Q: Down the alkali metals in this table, the density of states at the Fermi level grows. From calcium to strontium it falls. What does that column count, and why do the two groups differ?

Elements from groups 1 and 2 in the hcp structure (space group 194), computed with Ansatz 0.2.0: r2SCAN, plane-wave PAW, 500 eV cutoff, scalar-relativistic, no spin polarization, relaxed cells. Gaussian smearing is 0.05 eV; k meshes run from 10×10×6 (K, Rb, Cs) to 16×16×8 (Li, Mg). The density of states counts both spins, and a formula unit is one atom.

```
element   Z  group  period   c/a  states at the Fermi level (1/(eV formula unit))  volume (Å³/atom)
     Li   3      1       2  1.64                                              0.5             20.98
     Na  11      1       3  1.63                                              0.5             37.72
     Mg  12      2       3  1.61                                              0.3             22.58
      K  19      1       4  1.63                                              0.8             76.79
     Ca  20      2       4  1.64                                              1.0             43.39
     Rb  37      1       5  1.63                                              0.9             95.39
     Sr  38      2       5  1.65                                              0.8             57.13
     Cs  55      1       6  1.63                                              1.2             124.7
```

A: It counts the electron states per electronvolt and atom right at the Fermi level, the energy up to which states are filled. Only electrons near that level can take up a little heat, so this number largely sets the electronic heat capacity at low temperature. It isn't a conductivity, which also depends on how fast the electrons move and how often they scatter. Of these elements, only magnesium has this hexagonal structure at ordinary conditions. The other elements are placed in it here so that all can be compared in one structure.

Q: Before the trend, something puzzles me. The cell holds two atoms, so every element here has an even number of electrons per cell. Why don't they fill whole bands and leave an insulator?

A: Because in this structure an even number isn't enough. The hexagonal packing repeats its layers through a screw axis, a half turn combined with a shift by half a cell. Without spin-orbit coupling, which these runs leave out, that symmetry joins the bands in pairs on the top face of the Brillouin zone. A pair holds four electrons, so a gap requires a multiple of four per cell.

The closed cores always contribute a multiple of four. Two alkali atoms add two valence electrons, which leaves a pair half filled, so group 1 has to be metallic. Two group 2 atoms add four, and a gap would be allowed.

Q: Yet magnesium, calcium and strontium are metals too.

A: They are metals by overlap. The band that should stay empty begins at a lower energy than the top of the band that should be full, so electrons spill over. The calculated overlap is 2.1 eV in magnesium, 0.7 eV in calcium and 0.4 eV in strontium. The heavier two are much closer to opening a gap. Their larger volume accounts for only part of this, which already hints that their bands differ from those of a simple metal.

Q: Now the trend. Why should larger alkali atoms have more states at the Fermi level?

A: Think of a guitar string. At fixed tension, a longer string has overtones that lie closer together in frequency. Electron waves behave similarly: give each electron more room, and its allowed energies move closer together, so more of them fit into one electronvolt. The comparison ends there, since a string has neither atoms nor a rule that limits how many electrons share a state.

The room comes from the atoms. Down the group the outer s electron belongs to a higher shell and is kept out of a larger core, so the volume per atom rises at every step.

Q: Can you turn that into a number?

A: Yes, by treating the valence electrons as free. Let N be the number of valence electrons per atom, V the volume per atom, m the electron mass and ħ the reduced Planck constant. Filling the lowest states, two electrons in each, gives the Fermi energy E_F, measured from the bottom of the band:

E_F = (ħ²/2m) (3π² N/V)^(2/3)

The number of states up to an energy E grows as E^(3/2). Its slope at E_F is the density of states g:

g = 3N / (2 E_F)

Hence g grows as N^(1/3) V^(2/3). For potassium, N = 1, V = 76.8 Å³ and ħ²/2m = 3.81 eV Å²:

E_F = 3.81 × (29.6/76.8)^(2/3) = 2.02 eV

g = 1.5/2.02 = 0.74 states per eV and atom

The calculation itself gives 0.76; the table rounds this to one decimal. The volume is the only input taken from the calculation, and no constant was adjusted to potassium or to any other row.

Q: Does it work for the rest of the group?

A: For rubidium it's as good, 0.86 against a calculated 0.89. Volume alone is therefore enough to account for the step from potassium to rubidium. Caesium lies above the rule, with 1.24 calculated and 1.03 estimated. Its empty 5d states are known to lie low and to mix into the s band, which would flatten it and crowd its states together, but I haven't tested that cause here.

One caution applies to the rise itself. This functional is known to make the heavy alkali metals too large, by very roughly a tenth in volume. The real increase down the group should be somewhat gentler.

Q: Lithium has little more than half the volume of sodium, yet the table gives both 0.5. Is the rule broken?

A: Probably, but first ask how firm the number is. A calculation samples the bands at a finite set of points. Where a band is steep, few of those points fall close to the Fermi level, and the count becomes erratic.

There is a way to see this. Smearing the occupations over a small width w brings an entropy-like term into the energy. Its size s per atom depends on the same density of states:

g = 2s/w²

For potassium, rubidium and caesium this second reading agrees with the first within about 2%. The three share one mesh and nearly the same cell shape, so they could share an error, though much of it would cancel when they are compared with each other.

For lithium the two readings are 0.47 and 0.23, on either side of the free-electron value of 0.31. Sodium is just as unsteady, so its good match with the rule is no evidence for the rule.

Q: So is there any physical reason to expect lithium to stand out?

A: There is a well-known one. Lithium has no p electrons in its core, so its 2p states have no inner p shell to stay clear of. They feel the nucleus more strongly and lie unusually low. They mix strongly with the s band and flatten it, which raises the density of states. Theory supports an excess in lithium; these runs don't settle its size.

Q: And magnesium, the lowest entry?

A: I wouldn't explain it. Its two readings are 0.33 and 0.56, and the estimate of 0.41 lies between them. The low entry may be an artefact of the sampling.

Q: Then let's take calcium. What should happen when I step across from potassium?

A: Two effects compete. The second valence electron raises g by a factor of 1.26 at fixed volume. But the extra nuclear charge and the stronger bonding shrink the volume to 0.57 of its former value, and this wins: free electrons would give a fall to 0.86. The calculation gives a rise by a factor of 1.38, so calcium isn't a free-electron metal.

Q: What spoils the picture?

A: Most likely empty d states close above the Fermi level. A band that takes on some d character is usually flatter, and a flat band packs more states into each electronvolt. I can show such d states in strontium. At the centre of the Brillouin zone, free electrons at its density would have three low levels and then none until 6.9 eV above the Fermi level. The calculation puts ten levels into that empty stretch, between 2.6 and 5.8 eV.

Ten is the number that five d orbitals on each of two atoms would supply. I identify them by that count and by the way they group into singles and pairs. In sodium, by contrast, the level after the lowest three lies at 10.7 eV, close to the free-electron value of 10.9 eV. Potassium lies in between: its next level is at 4.5 eV instead of the free-electron 6.8 eV. So it isn't a perfect free-electron metal either, but the misfit sits further from the Fermi level than in strontium. I haven't looked at calcium's levels here; its empty 3d states are known to lie low too.

Q: But strontium agrees with the free-electron estimate almost exactly.

A: That agreement is an accident. The estimate assumes one smooth band, and strontium has several bands distorted by d states. A correct total can come from a wrong picture, which is why I looked at the levels as well.

Q: So why does calcium end up above strontium?

A: Strontium is larger, so volume alone would put calcium at 0.83 of strontium. Instead it's higher by a factor of 1.36, and the second reading gives 1.41, so the order looks sound even though the meshes differ.

The cause is my guess. The 4d orbitals of strontium reach further towards the neighbours than the 3d orbitals of calcium, and they may mix more strongly with the s and p bands. Mixing doesn't only flatten bands. Where it is strong, it also pushes them apart, which can clear states away from the Fermi level. The smaller band overlap in strontium fits this, but doesn't single it out.

Q: Suppose I took the alkali metals in the body-centred cubic structure, which all of them have at room temperature. What would carry over?

A: The volume rule should, because it depends on the room per electron and hardly on the packing. The reason for being a metal would be simpler. With one atom in the primitive cell there is a single valence electron, which half fills a band, and no screw axis is needed. For another metal of group 1 or 2, start with volume and valence, then ask whether empty p or d states lie close enough to bend the bands.
